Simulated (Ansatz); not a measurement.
# Ta: the cost of one run

Computed with Ansatz 0.2.0, driven from Python. The levels of theory stand in the script.

This is Ta in the fcc structure; at room conditions it is bcc.

### Step 1. Starting point

The structure is cubic, space group Fm-3m (No. 225). Conventional cell: a = 4.220 Å, b = 4.220 Å, c = 4.220 Å, α = 90.00°, β = 90.00°, γ = 90.00°. Ta (site symmetry m-3m) has 12 Ta at 2.98 Å as nearest neighbours.

No structure file is read: the coordinates are typed or built in the script.

### Step 2. Script

lattice_ta.py reads:

```python
# -*- coding: utf-8 -*-
import ansatz
import numpy as np

KSPACING = 0.2
OCCUPATIONS = "Fermi-Dirac"
SIGMA = 0.1

def edges_and_angles(cell):
    cell = np.asarray(cell)
    a, b, c = np.linalg.norm(cell, axis=1)
    cosines = cell[1] @ cell[2] / (b * c), cell[0] @ cell[2] / (a * c), cell[0] @ cell[1] / (a * b)
    return (a, b, c, *np.degrees(np.arccos(cosines)))

cell = (
    ansatz.Lattice.fcc(4.22)
    .space_group(225)
    .atom("Ta", [0.0, 0.0, 0.0])
    .primitive()
)

model = (
    cell.calculation()
    .kpoints(spacing=KSPACING)
    .occupations(OCCUPATIONS, width=SIGMA)
    .basis(41 * ansatz.Ry)
    .relax(cell=True, max_steps=100)
)

levels = [("pbe", "d3bj"), ("pbesol", "none"), ("pbe", "none"), ("rpbe", "none")]
print("level            a       b       c    alpha   beta  gamma  V/atom  steps")
for name, dispersion in levels:
    seen = []
    run = model.functional(name, dispersion=dispersion).session().plan()
    done = run.execute(on_event=lambda e: seen.append(e) if e["event"] == "relax_step" else None)
    cell = done.lattice.cell_ang
    label = name if dispersion == "none" else f"{name}+{dispersion}"
    print("{:13s} {:7.4f} {:7.4f} {:7.4f} {:6.2f} {:6.2f} {:6.2f}".format(label, *edges_and_angles(cell)), f"{abs(np.linalg.det(cell)) / len(done.lattice.sites):7.3f} {len(seen):5d}")
```

### Step 3. Running it

Command:

```sh
> python lattice_ta.py
```

**Question.** How long does this script take on 1 thread of Arm Neoverse V1, shared host, and how much memory does it need?

About 24 s, with a peak of 0.4 GiB.
